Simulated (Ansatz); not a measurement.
Molecular dynamics of CF4

The input (input.yaml):

```yaml
accuracy: low
crystal:
  lattice:
    - [8.995883, 0.0, 0.0]
    - [0.0, 8.995883, 0.0]
    - [0.0, 0.0, 8.995883]
  atoms:
    - { symbol: C, position: [1.06623872, 0.35275249, 0.68792772] }
    - { symbol: F, position: [0.95988489, 0.33827196, 0.59070867] }
    - { symbol: F, position: [1.08217908, 0.22180559, 0.76062465] }
    - { symbol: F, position: [1.19440885, 0.38243114, 0.61771215] }
    - { symbol: F, position: [1.02813375, 0.4686502, 0.77675857] }
    - { symbol: C, position: [0.42739743, 0.55761362, 1.05804723] }
    - { symbol: F, position: [0.5515754, 0.60474998, 0.99671012] }
    - { symbol: F, position: [0.44530196, 0.47323703, 1.17964841] }
    - { symbol: F, position: [0.34540842, 0.68335534, 1.09701693] }
    - { symbol: F, position: [0.35273227, 0.48264239, 0.94891024] }
    - { symbol: C, position: [0.06078909, 0.36718639, 0.2115108] }
    - { symbol: F, position: [0.13980745, 0.48771518, 0.18901577] }
    - { symbol: F, position: [-0.08024811, 0.41418723, 0.22421345] }
    - { symbol: F, position: [0.05831963, 0.29297757, 0.08679076] }
    - { symbol: F, position: [0.1091337, 0.28482248, 0.32190641] }
    - { symbol: C, position: [0.22231777, 0.81611108, 0.60859366] }
    - { symbol: F, position: [0.27016959, 0.76662988, 0.73586766] }
    - { symbol: F, position: [0.08015919, 0.85775812, 0.60907303] }
    - { symbol: F, position: [0.30852433, 0.9304365, 0.56586828] }
    - { symbol: F, position: [0.23510859, 0.71716026, 0.49372707] }
    - { symbol: C, position: [0.7644183, 0.66631292, 0.43985847] }
    - { symbol: F, position: [0.78246008, 0.80755736, 0.40197271] }
    - { symbol: F, position: [0.91265756, 0.60392151, 0.41761831] }
    - { symbol: F, position: [0.72165292, 0.64813158, 0.58093376] }
    - { symbol: F, position: [0.66857973, 0.59701997, 0.35169913] }
    - { symbol: C, position: [0.93988857, 0.83521333, 0.04103794] }
    - { symbol: F, position: [0.99343438, 0.83656148, -0.09677462] }
    - { symbol: F, position: [0.96517387, 0.96922195, 0.10508036] }
    - { symbol: F, position: [0.79268841, 0.80878365, 0.04121271] }
    - { symbol: F, position: [1.00893038, 0.73042198, 0.12453101] }
    - { symbol: C, position: [0.52112291, 0.10512924, 0.17135191] }
    - { symbol: F, position: [0.62657107, 0.14521385, 0.07800751] }
    - { symbol: F, position: [0.50568801, 0.19919272, 0.28857314] }
    - { symbol: F, position: [0.39324462, 0.09872903, 0.09345837] }
    - { symbol: F, position: [0.54282799, -0.03740767, 0.22166729] }
    - { symbol: C, position: [0.60076449, 0.12234706, 0.7278485] }
    - { symbol: F, position: [0.72549277, 0.19445007, 0.77599913] }
    - { symbol: F, position: [0.60340479, -0.00829212, 0.7996929] }
    - { symbol: F, position: [0.48743199, 0.20889263, 0.76231596] }
    - { symbol: F, position: [0.60188144, 0.0984851, 0.57941523] }
basis:
  ecutwfc: 420.0
kpoints:
  mp_grid: { grid: [1, 1, 1] }
hamiltonian:
  xc: pbe
  dispersion: d3bj
scf:
  occupations: { method: fermi_dirac, width: 0.02 }
  lower_state_search: "off"
  max_iter: 57
md:
  timestep: 3
  n_steps: 200
  ensemble: nvt_langevin
  temperature: 400.0
  initial_velocities: maxwell_boltzmann
  seed: 194549
  friction: 0.02
```

Command:

```bash
$ ansatz run input.yaml --threads 2 --pin off --max-ram 5120MiB --backend cpu --events-out ev --progress --plain --runs-dir out
```

It goes on from the last frame of an earlier run, with new velocities.

Output, in part (step lines):

```
md step     0: t =     0.00 fs  T =   390.0 K  F+E_penalty+E_count = -27861.38434306 eV  E_kin = 2.016456 eV  (9 SCF iters)
md step     1: t =     3.00 fs  T =   405.2 K  F+E_penalty+E_count = -27861.42810429 eV  E_kin = 2.095230 eV  (9 SCF iters)
md step     2: t =     6.00 fs  T =   393.3 K  F+E_penalty+E_count = -27861.34910924 eV  E_kin = 2.033438 eV  (9 SCF iters)
md step     3: t =     9.00 fs  T =   377.9 K  F+E_penalty+E_count = -27861.21396277 eV  E_kin = 1.953728 eV  (9 SCF iters)
md step     4: t =    12.00 fs  T =   368.0 K  F+E_penalty+E_count = -27861.12842882 eV  E_kin = 1.902536 eV  (9 SCF iters)
md step     5: t =    15.00 fs  T =   401.6 K  F+E_penalty+E_count = -27861.07408883 eV  E_kin = 2.076368 eV  (8 SCF iters)
md step     6: t =    18.00 fs  T =   415.1 K  F+E_penalty+E_count = -27861.07640284 eV  E_kin = 2.146127 eV  (8 SCF iters)
md step     7: t =    21.00 fs  T =   428.8 K  F+E_penalty+E_count = -27861.15290534 eV  E_kin = 2.217059 eV  (8 SCF iters)
[... lines left out ...]
```

The steps, from the saved trajectory:

```csv
time (fs),T (K),potential energy less start (eV)
0,390,0.000
18,415,0.308
36,458,0.187
54,504,0.094
72,427,0.049
90,366,0.097
108,344,0.246
126,341,0.211
144,363,0.396
162,432,0.101
180,313,0.752
198,436,-0.013
216,431,0.249
234,407,0.111
252,442,-0.106
270,326,0.158
288,348,0.156
306,339,0.239
324,409,0.012
342,455,0.055
360,336,-0.158
378,372,-0.167
396,393,-0.177
414,362,-0.194
432,277,-0.184
450,372,0.040
468,413,0.009
486,405,-0.048
504,332,0.240
522,402,0.016
540,505,0.141
558,437,0.444
576,486,-0.134
594,395,0.261
```

All steps were run. A run of 0.6 ps of so small a system gives no equilibrium averages. Limits of this set-up: coarse k mesh, low accuracy level.

Mean squared displacements from the first frame to the last, about the centre of mass: C 0.32 Å², F 0.93 Å².

Last frame:

```xyz
40
Lattice="8.9959 0.0000 0.0000 0.0000 8.9959 0.0000 0.0000 0.0000 8.9959" Properties=species:S:1:pos:R:3
C 10.350 3.185 5.505
F 9.205 3.766 5.050
F 9.969 1.900 5.843
F 11.338 3.293 4.655
F 10.641 3.918 6.564
C 4.393 5.187 8.986
F 5.288 5.663 8.080
F 4.964 5.370 10.232
F 3.238 5.881 8.897
F 4.121 3.834 8.852
C 0.514 3.076 1.878
F 1.228 4.219 2.193
F -0.786 3.218 1.883
F 0.931 2.731 0.606
F 0.804 2.035 2.620
C 2.487 7.215 4.989
F 2.932 6.814 6.210
F 1.262 7.801 5.076
F 3.246 8.166 4.456
F 2.478 6.175 4.128
C 6.849 6.359 4.639
F 6.660 7.421 3.859
F 8.167 6.162 4.835
F 6.223 6.487 5.841
F 6.337 5.351 4.048
C 8.623 7.544 0.163
F 8.487 6.767 -0.979
F 9.631 8.383 0.012
F 7.505 8.362 0.360
F 8.728 6.839 1.197
C 4.568 0.951 1.790
F 4.660 1.131 0.463
F 4.593 2.076 2.537
F 3.347 0.249 1.871
F 5.483 0.150 2.211
C 5.790 1.621 6.483
F 6.066 2.612 7.357
F 6.947 0.844 6.352
F 4.721 0.930 6.890
F 5.478 2.149 5.272
```

The run took 16 min on 2 threads of Arm Neoverse V1, with other jobs on the host, peak memory 0.71 GiB.
